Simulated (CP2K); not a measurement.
Runs of CP2K 2026.2 on ZrB2. The structure is hexagonal, space group P6/mmm (No. 191). The conventional cell has a = 3.170 Å, b = 3.170 Å, c = 3.533 Å, α = 90.00°, β = 90.00°, γ = 120.00°. Zr (site symmetry 6/mmm) has 12 B at 2.54 Å as nearest neighbours. B (site symmetry -6m2) has 3 B at 1.83 Å as nearest neighbours. 

```csv
potentials or basis,ADDED_MOS,gap on the mesh (eV),pressure (GPa)
"POTENTIAL_UZH Zr GTH-PBE-q12, B GTH-PBE-q3; ccGRB-D basis",[15],none,2.8
"GTH_POTENTIALS Zr GTH-PBE-q12, B GTH-PBE-q3; TZVP-MOLOPT-SR-GTH basis",[15],none,0.4
"GTH_POTENTIALS Zr GTH-PBE-q12, B GTH-PBE-q3; DZVP-MOLOPT-SR-GTH basis",[15],none,0.5
"POTENTIAL_UZH Zr GTH-PBE-q12, B GTH-PBE-q3; TZV2P-MOLOPT-PBE-GTH basis",[15],none,(b)
"GTH_POTENTIALS Zr GTH-PBE-q12, B GTH-PBE-q3; SZV-MOLOPT-SR-GTH basis",[9],none,-3.8
"POTENTIAL_UZH Zr GTH-PBE-q12, B GTH-PBE-q3; DZVP-MOLOPT-PBE-GTH basis",[15],none,(a)
"POTENTIAL_UZH Zr GTH-PBE-q12, B GTH-PBE-q3; TZVP-MOLOPT-PBE-GTH basis",[15],none,2.1
```

Alike in all rows: task band structure; level PBE; no spin polarisation; cell as given; k mesh 10 × 10 × 8; smearing fermi-dirac 0.05 eV.

Q: Estimate the missing entries.

A: (a) 2.2; (b) 1.9.

Caveats: the basis of atomic orbitals isn't converged, which shifts pressures, moduli and gaps; a minimal basis gives rough bond lengths, pressures and levels (some runs).

A k mesh can miss the band edges, and the runs leave out spin-orbit coupling on Zr.

A gap of «none» marks a metal or a gap under the smearing width.
